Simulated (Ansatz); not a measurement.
## Elastic constants of SiC: input and output

All numbers below come from DFT PBE, scalar-relativistic, plane waves, PAW (Ansatz 0.2.0).

Launched with:
```bash
ansatz run input.yaml --threads 1 --pin off --max-ram 3072MiB --backend cpu --events-out ev --progress --plain --runs-dir out
```

Input (bare energies are in eV):
```yaml
crystal:
  lattice:
    - [0.0, 2.1898675892, 2.1898675892]
    - [2.1898675892, 0.0, 2.1898675892]
    - [2.1898675892, 2.1898675892, 0.0]
  atoms:
    - { symbol: Si, position: [0.0, 0.0, 0.0] }
    - { symbol: C, position: [0.25, 0.25, 0.25] }
basis:
  ecutwfc: 420
kpoints:
  mp_grid: { grid: [10, 10, 10] }
hamiltonian:
  xc: pbe
scf:
  occupations: { method: fixed }
output:
  forces: true
  stress: true
  eigenvalues: true
  polarization: {}
elastic:
  mode: relaxed_ion
  stencil: two_point
```

From the output:
```
--- Elastic constants: 2 strain directions × 2 members + reference (group order 24) ---
  dense FFT box of the reference and of every strained cell: 24×24×24
  strains applied: 11, 23; error gains: componentwise 1.00 (the most a stress slope's error grows in a printed constant), spectral 1.73 (1 for all six strains in a standard setting)
  C = ∂σ_k/∂η_j (tension-positive GPa; Voigt order 11 22 33 23 13 12):
       383.493    127.416    127.416      0.000      0.000      0.000
       127.416    383.493    127.416      0.000     -0.000     -0.000
       127.416    127.416    383.493      0.000     -0.000     -0.000
         0.000      0.000      0.000    239.354      0.000      0.000
         0.000      0.000     -0.000     -0.000    239.354      0.000
         0.000     -0.000     -0.000     -0.000      0.000    239.354
  reference stress σ⁰ (GPa):     -0.002     -0.002     -0.002     -0.000      0.000     -0.000
  C* (energy form; C + prestress term) asymmetry max|C*_kj − C*_jk| = 7.105e-14 GPa — a small one proves nothing (zero by symmetry where the batch's group is 432, −43m or m−3m); a large one is finite-difference/SCF noise where every solve ...
  moduli (Voigt/Reuss/Hill, GPa): K = 212.78/212.78/212.78   G = 194.83/177.59/186.21   E = 432.47   ν = 0.161
  mechanically stable: yes (min eigenvalue of sym C = 239.35 GPa)
  e, the proper piezoelectric tensor (elastic.mode: relaxed_ion; C/m²; rows x y z; Voigt order 11 22 33 23 13 12):
      -0.00000    0.00000    0.00000   -0.08443   -0.00000    0.00000
       0.00000    0.00000    0.00000    0.00000   -0.08443    0.00000
      -0.00000    0.00000    0.00000   -0.00000    0.00000   -0.08443
  ±, each entry's uncertainty from the finite density of the strings (C/m²), an estimate: the size of the correction for it that the entry includes:
       0.00000    0.00000    0.00000    0.00738    0.00000    0.00000
       0.00000    0.00000    0.00000    0.00000    0.00738    0.00000
       0.00000    0.00000    0.00000    0.00000    0.00000    0.00738
  the group's symmetry takes up to 3.7e-9 C/m² out of the measured responses: error of the strings' finite density and of the mesh across them, as far as it breaks the symmetry (raise kpoints.mp_grid and any string_points); the largest step ...
  strain η (Voigt 11):  stress-route row diagonal C_11 = 383.49 GPa, energy-path curvature d²(F+E_count+ΔE)/dδ²/Ω₀ = 383.74 GPa
         δ    σ_11 (GPa) F (eV) n_scf n_hpsi n_pw
    -2.000e-3      -0.7698        -887.1600340       7   16938    424   relax 0 steps, max|allowed force component| 1.67e-16 eV/Å
     2.000e-3       0.7641        -887.1600225       7   16935    424   relax 0 steps, max|allowed force component| 1.67e-16 eV/Å
  strain η (Voigt 23):  stress-route row diagonal C_44 = 239.35 GPa, energy-path curvature d²(F+E_count+ΔE)/dδ²/Ω₀ = 239.61 GPa
         δ    σ_23 (GPa) F (eV) n_scf n_hpsi n_pw
    -2.000e-3      -0.4787        -887.1600667       8   24494    424   relax 3 steps, max|allowed force component| 2.75e-7 eV/Å
     2.000e-3       0.4787        -887.1600667       8   24479    424   relax 3 steps, max|allowed force component| 2.76e-7 eV/Å
--- Formal polarisation (Berry phase): one branch of a lattice of values; only differences between neighbouring runs are physical ---
  axis mesh electronic ionic p = total spread (rad) least overlap resolved gap  δp at fixed H ≤   (phases in cycles; p mod 2; gap in eV; gap and δp judge the states as solved, not the mesh's step, its ...
  b1    10×10×10        0.00000000     1.00000000     1.00000000      0.094041         0.9230        4.5299           7.6e-7
  b2    10×10×10       -0.00000000     1.00000000     1.00000000      0.094041         0.9230        4.5299           7.6e-7
  b3    10×10×10       -0.00000000     1.00000000     1.00000000      0.094041         0.9230        4.5299           7.6e-7
  quantum along a1:   0.29490306 e/Å² =   472.486800 µC/cm²
  quantum along a2:   0.29490306 e/Å² =   472.486800 µC/cm²
  quantum along a3:   0.29490306 e/Å² =   472.486800 µC/cm²
  P = (  0.20852796,   0.20852796,   0.20852796) e/Å² = (  334.098620,   334.098620,   334.098620) µC/cm²  (mod the quanta)
```

The run took 85 s on 1 thread of Intel(R) Xeon(R) Processor @ 2.50GHz (Skylake/Cascade Lake), on a shared host, peak memory 0.37 GiB.